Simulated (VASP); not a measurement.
The system is Te.

```
Te
1.0
     4.30700    0.00000    0.00000
    -2.15350    3.72997    0.00000
     0.00000    0.00000    5.87981
Te
3
Direct
  0.27954 0.00000 0.33333
  0.00000 0.27954 0.66667
  0.72046 0.72046 0.00000
```

The cell isn't the ideal one: a relaxed cell with its volume scaled by 0.94.

| Quantity | Value |
| --- | --- |
| Program | VASP 6.6.1 |
| Task | relaxation of shape and atoms at fixed volume |
| Functional | rev-vdW-DF2 |
| Potentials or basis | VASP PAW PBE potentials, release 64 (Te) |
| Cutoff | 600 eV |
| k mesh | 9 × 9 × 6 |
| Occupations | gaussian, width 0.03 eV |
| Spin | no spin polarisation |

At the start: pressure 3.6 GPa; volume 31.49 Å³/atom.

**Question.** Where does the relaxation end?

**Answer.** Over 8 steps the energy falls by 8.6 meV/atom; space group P3_121 (No. 152, to 0.05 Å).

Step by step:
| step | energy change (eV) | largest force (eV/Å) | pressure (GPa) |
| --- | --- | --- | --- |
| 1 | 0.0000 | 0.2692 | 3.58 |
| 2 | -0.0146 | 0.1750 | 3.07 |
| 3 | -0.0248 | 0.0031 | 2.03 |
| 4 | -0.0254 | 0.0264 | 2.21 |
| 5 | -0.0254 | 0.0300 | 2.24 |
| 6 | -0.0257 | 0.0225 | 2.24 |
| 7 | -0.0259 | 0.0114 | 2.24 |
| 8 | -0.0259 | 0.0085 | 2.24 |

Final structure:
```xyz
3
Lattice="4.2621 0.0000 0.0000 -2.1310 3.6911 0.0000 0.0000 0.0000 6.0044" Properties=species:S:1:pos:R:3 pbc="T T T"
Te   -0.8969    3.6911    2.0015
Te   -0.6171    1.0688    4.0030
Te    1.5140    2.6223    0.0000
```

Caveat: the PAW data sets were made with another functional, which shifts forces and pressure a little.
